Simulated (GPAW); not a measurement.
## BaS (Fm-3m): refractive index against wavelength

The refractive index of BaS (Fm-3m) below the direct gap (2.37 eV on the mesh) is read from one computed spectrum, n = √(Re ε).

It takes space group Fm-3m (No. 225, cubic). Conventional cell: a = 6.388 Å, b = 6.388 Å, c = 6.388 Å, α = 90.00°, β = 90.00°, γ = 90.00°. Ba on site a has 6 S at 3.19 Å as nearest neighbours. S on site b is surrounded by 6 Ba at 3.19 Å.

Method: GPAW 26.7.0, revPBE, RPA, k-mesh 16×16×16, local fields up to 50 eV, Lorentzian half width 0.1 eV.

Launch of the response step: `OMP_NUM_THREADS=1 python df.py`. The run took 3.1 min, its band step included, on 1 thread of Arm Neoverse V2, on a shared host.

| wavelength (nm) | photon energy E (eV) | n |
| --- | --- | --- |
| 3000 | 0.413 | 2.0930 |
| 2000 | 0.620 | 2.0990 |
| 1550 | 0.800 | 2.1063 |
| 1310 | 0.946 | 2.1140 |
| 1064 | 1.165 | 2.1284 |
| 850 | 1.459 | ? |

In the single-oscillator model n² − 1 = E₀E_d/(E₀² − E²), so 1/(n² − 1) = E₀/E_d − E²/(E₀E_d) is linear in E².

Working, on the rows shown:

| x = E² (eV²) | y = 1/(n² − 1) |
| --- | --- |
| 0.170801 | 0.295801 |
| 0.384302 | 0.293617 |
| 0.639837 | 0.290994 |
| 0.895757 | 0.288268 |
| 1.35784 | 0.283279 |

Means: x̄ = 0.68971, ȳ = 0.29039. Σ(x − x̄)(y − ȳ) = -0.009012, Σ(x − x̄)² = 0.8539. Slope = -0.009012 / 0.8539 = -0.01055; intercept = ȳ − slope · x̄ = 0.29767. Turned back into n, the line misses the rows shown by at most 0.00021.

Problem. Predict the last column of the withheld row from the fit.

Solution. At x = 2.1276 the line gives y = 0.27522, that is 2.1526. The run gave 2.1548, so the extrapolation is off by 0.0022, 4 % of the range in the table.

Refitted with all rows, the slope is -0.01089 and the intercept 0.29786. These give E₀ = √(intercept/−slope) = 5.23 eV and E_d = E₀/intercept = 17.6 eV; E₀ is 2.2 times the direct gap. The electronic limit at long wavelengths, without lattice vibrations, is n = √(1 + 1/intercept) = 2.087. Excitons are left out; revPBE gaps are as a rule too small. The values come from a sum over the points of one k-mesh and carry its error, which grows as the direct gap shrinks. Spin-orbit coupling is left out.
